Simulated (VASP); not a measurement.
ZrO2, 6 atoms in the cell. It takes space group P4_2/nmc (No. 137, tetragonal). Conventional cell: a = 3.621 Å, b = 3.621 Å, c = 5.281 Å, α = 90.00°, β = 90.00°, γ = 90.00°. Zr (site symmetry -4m2) has 4 O at 2.08 Å as nearest neighbours. Around O (site symmetry 2mm) lie 2 Zr at 2.08 Å. 

- Program: VASP 6.6.1
- Task: single point
- Functional: PBE
- Potentials or basis: VASP PAW PBE potentials, release 64 (Zr_sv, O)
- Cutoff: 520 eV
- k mesh: 6 × 6 × 4
- Occupations: gaussian, width 0.1 eV
- Spin: no spin polarisation
- Dipole correction: no
- Further INCAR settings: ALGO = Normal; EDIFF = 1e-06; NBANDS = 33

Potentials or basis: VASP PAW PBE potentials, release 64 (Zr_sv, O).

Run with:

```sh
$ cat potpaw_PBE.64/Zr_sv/POTCAR potpaw_PBE.64/O/POTCAR > POTCAR
$ mpirun -np 1 vasp_std > vasp.out
```

Hardware: 1 thread of Intel(R) Xeon(R) 6975P-C (Granite Rapids), with other jobs on the host.

Q: How long does it take, and how much memory?

A: Run time: 32 s on 1 thread of Intel(R) Xeon(R) 6975P-C (Granite Rapids), on a shared host, peak memory 0.2 GiB. Counts: scf iterations 15, k points 30.
